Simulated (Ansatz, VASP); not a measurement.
**Two plane-wave programs on NaCl**

Contents of INCAR:

```
  PREC = Accurate
  ENCUT = 520
  EDIFF = 1E-6
  ISMEAR = 0
  SIGMA = 0.05
  LREAL = False
  LASPH = True
  NELM = 100
  ALGO = Normal
  ISIF = 2
  LWAVE = False
  LCHARG = True
  GGA = PS
  LELF = True
  LVHAR = True
  NBANDS = 14
```

KPOINTS

```
Automatic mesh
0
Gamma
  10 10 10
```

File POSCAR:

```
NaCl
1.0
    3.4929172200      0.0000000000      0.0000000000
    0.0000000000      3.4929172200      0.0000000000
    0.0000000000      0.0000000000      3.4929172200
Na Cl
1 1
Direct
    0.0000000000      0.0000000000      0.0000000000
    0.5000000000      0.5000000000      0.5000000000
```

Input for Ansatz:

```yaml
crystal:
  lattice:
    - [3.49291722, 0.0, 0.0]
    - [0.0, 3.49291722, 0.0]
    - [0.0, 0.0, 3.49291722]
  atoms:
    - { symbol: Na, position: [0.0, 0.0, 0.0] }
    - { symbol: Cl, position: [0.5, 0.5, 0.5] }
basis:
  ecutwfc: 420
  ecutrho_ratio: 4
kpoints:
  mp_grid: { grid: [10, 10, 10] }
hamiltonian:
  xc: pbesol
scf:
  occupations: { method: gaussian, width: 0.05 }
output:
  forces: true
  stress: true
  eigenvalues: true
```

Alike in both runs: task single point; functional PBEsol; k mesh 10 × 10 × 10; occupations gaussian, width 0.05 eV; no spin polarisation.

|  | VASP | Ansatz |
| --- | --- | --- |
| version | VASP 6.6.1 | Ansatz 0.2.0 |
| potentials or method | VASP PAW PBE potentials, release 64 (Na_pv, Cl) | scalar-relativistic, plane waves, PAW |
| plane-wave cutoff (eV) | 520 | 420 |
| valence electrons in the cell | 14 | 16 |

```tsv
	VASP	Ansatz	Ansatz less VASP
gap on the k mesh at the Fermi level (eV)	3.86	3.86	+0.003
least direct gap on the mesh (eV)	4.37	4.37	+0.003
pressure (GPa)	-1.0	-1.0	0.00
```

The two sets of potentials don't hold the same shells in valence.

Caveats: the PAW data sets were made with another functional, which shifts forces and pressure a little (VASP). A k mesh can miss the band edges. Expect the measured gap to be larger: semilocal functionals such as PBEsol lack the derivative discontinuity.
